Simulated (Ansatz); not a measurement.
## IrO2: pressure against volume

IrO2, P4_2/mnm, a = 4.487 Å, c = 3.161 Å. Ansatz: r2SCAN, PAW, 500 eV, Γ-centred 8×8×12 mesh on 6 atoms, Gaussian smearing 0.10 eV; no spin polarisation. Shape and atoms are relaxed at each volume; pressure is positive in compression.

```tsv
V (Å³/atom)	P (GPa)
9.973	20.84
10.292	?
10.610	0.01
10.928	-8.05
11.246	-14.83
```

Take V0 = 10.610 Å³/atom, count pressures from its P0 = 0.01 GPa, fit the third-order Birch–Murnaghan form to the other rows, and predict the missing pressure.

With the Eulerian strain f = ½[(V0/V)^(2/3) − 1] and y = (P − P0)/[3f(1 + 2f)^(5/2)], the form is the line y = B0 + 1.5 B0 (B0′ − 4) f. Rows (f, y): 0.02107, 297.2; -0.00975, 289.5; -0.01903, 286.4. Means f = -0.002570, y = 291.03; Σ(Δf)² = 0.0008813, ΣΔfΔy = 0.2331; the slope is their ratio. y = 291.7 + 264.4 f GPa, so B0 = 291.7 GPa and B0′ = 4 + 2 × (264.4)/(3 × 291.7) = 4.60. At V = 10.292, f = 0.01025, y = 294.41 and P = 9.53 GPa. The run gave 9.55 GPa, so the fit is 0.02 GPa too low, a small miss on the scale of the series.

Spin–orbit coupling is left out, which can shift energies with elements as heavy as these.

Cost: 5 runs of about 12 core-minutes in all, on Arm Neoverse V1 (shared hosts).